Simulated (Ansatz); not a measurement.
Crystal: TiH2.

```
Ti H
1.0
    -1.59650    1.59650    2.13350
     1.59650   -1.59650    2.13350
     1.59650    1.59650   -2.13350
Ti H
1 2
Direct
  0.00000 0.00000 0.00000
  0.25000 0.75000 0.50000
  0.75000 0.25000 0.50000
```

Base run:

```yaml
Program: Ansatz 0.2.0
Functional: r2SCAN
Potentials_or_basis: Ansatz PAW
Cutoff: "500 eV (not typed: the program's choice for these potentials)"
k_mesh: 12 × 12 × 12
Occupations: fermi-dirac, width 0.05 eV
Spin: no spin polarisation
Hubbard_terms: Ti d U = 3 eV
```

Its results: band gap on the k mesh none (metal or under the smearing width); pressure 2.2 GPa.

Problem. The run is repeated on the same cell with these changes: hubbard terms from Ti d U = 3 eV to none; hubbard projectors from ortho-atomic (the default) to none. What comes out?

Solution. Band gap on the k mesh none (metal or under the smearing width); pressure -2.8 GPa.

Caveats: the PAW data sets come from PBE, with cores solved anew for the run's functional, which leaves a small shift of forces and pressure; the density of states is complete only up to the lowest level of the last band computed; U without spin polarisation on a metal has little footing (some runs); the U is typed as a test and isn't derived for this compound (some runs).
